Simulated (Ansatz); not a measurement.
# Sr: levels along high-symmetry lines

```yaml
crystal:
  lattice:
    - [0.00000, 4.80912, 4.80912]
    - [4.80912, 0.00000, 4.80912]
    - [4.80912, 4.80912, 0.00000]
  atoms:
    - { symbol: Sr, position: [0.00000, 0.00000, 0.00000] }
    - { symbol: Sr, position: [0.25000, 0.25000, 0.25000] }
```

Atom numbers follow the list: Sr1, Sr2.

Conventional cell: a = 9.618 Å, b = 9.618 Å, c = 9.618 Å, α = 90.00°, β = 90.00°, γ = 90.00°. Sr (atom 1) has 4 Sr at 4.16 Å as nearest neighbours.

The cell was built from the diamond type and relaxed in the same program, and has space group Fd-3m; it needn't be a known or the stable phase.

Theory: DFT, PBE, all-electron LAPW, scalar-relativistic (Ansatz 0.2.0).

Sampling and basis: a Γ-centred 11×11×11 k mesh, Fermi–Dirac smearing of 0.08 eV, basis error target 0.25 meV/atom, no spin polarisation.

Points in fractions of the reciprocal vectors of this cell: Γ (0, 0, 0), X (0.5, 0, 0.5), U (0.625, 0.25, 0.625), K (0.375, 0.375, 0.75), L (0.5, 0.5, 0.5), W (0.5, 0.25, 0.75). The path joins them by straight lines in the order Γ–X–U–K–Γ–L–W–X; legs that retrace an earlier one aren't tabulated. Energies are in eV from the Fermi level.

**Question.** Is there a gap?

**Answer.** none: bands cross the Fermi level, a metal.

**Question.** List the levels between -14 and 0.5 eV at the symmetry points.

**Answer.** 
Γ: -2.66
X: -1.07 (×2), 0.21 (×2)
U: -1.24, -0.87, -0.07, 0.35
K: -1.24, -0.87, -0.07, 0.35
L: -1.79, -0.74
W: -1.03 (×2), 0.03 (×2)
